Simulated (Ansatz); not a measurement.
# ZrS2: the cost of one run

Program: Ansatz 0.2.0. Level of theory: DFT PBEsol, frozen-core PAW, scalar-relativistic unless said. These are calculated values, not measurements.

1 further run of the same task is left out (it didn't finish). Runs told in other sessions of the task aren't counted.

### 1 Starting point

Symmetry: P-3m1, No. 164, trigonal system. Conventional cell: a = 3.691 Å, b = 3.691 Å, c = 6.041 Å, α = 90.00°, β = 90.00°, γ = 120.00°. Zr (site symmetry -3m) has 6 S at 2.57 Å in its first shell of neighbours. Around S (site symmetry 3m) lie 3 Zr at 2.57 Å.

As a file:

```xyz
3
Lattice="3.6914 0.0000 0.0000 -1.8457 3.1968 0.0000 0.0000 0.0000 6.0411" Properties=species:S:1:pos:R:3 pbc="T T T"
Zr    0.0000    0.0000    0.0000
S     1.8457    1.0656    4.6038
S     0.0000    2.1312    1.4372
```

Cartesian axes are those of the input's lattice vectors. The structure goes back to a database entry.

### 2 Cell and atoms relaxed, PAW

The input, input.yaml:

```yaml
crystal:
  lattice:
    - [3.69138254979, 0.0, 0.0]
    - [-1.8456912749, 3.19683106321, 0.0]
    - [0.0, 0.0, 6.04107701]
  atoms:
    - { symbol: Zr, position: [0.0, 0.0, 0.0] }
    - { symbol: S, position: [0.666666666667, 0.333333333333, 0.76209003] }
    - { symbol: S, position: [0.333333333333, 0.666666666667, 0.23790997] }
kpoints:
  mp_grid: { grid: [12, 12, 6] }
scf:
  occupations: { method: fermi_dirac, width: 0.1 }
hamiltonian:
  xc: pbesol
  pseudopotentials: { kind: paw }
relax:
  f_tol: 0.002
  max_steps: 80
  cell: {}
output:
  forces: true
  stress: true
```

The run is started by

```sh
$ ansatz run input.yaml --threads 2 --pin off --max-ram 6144MiB --backend cpu --events-out ev --progress --plain --runs-dir out
```

What time and memory should one allow on 2 threads of Arm Neoverse V2, shared host?

About 19 s, with a peak of 0.41 GiB.
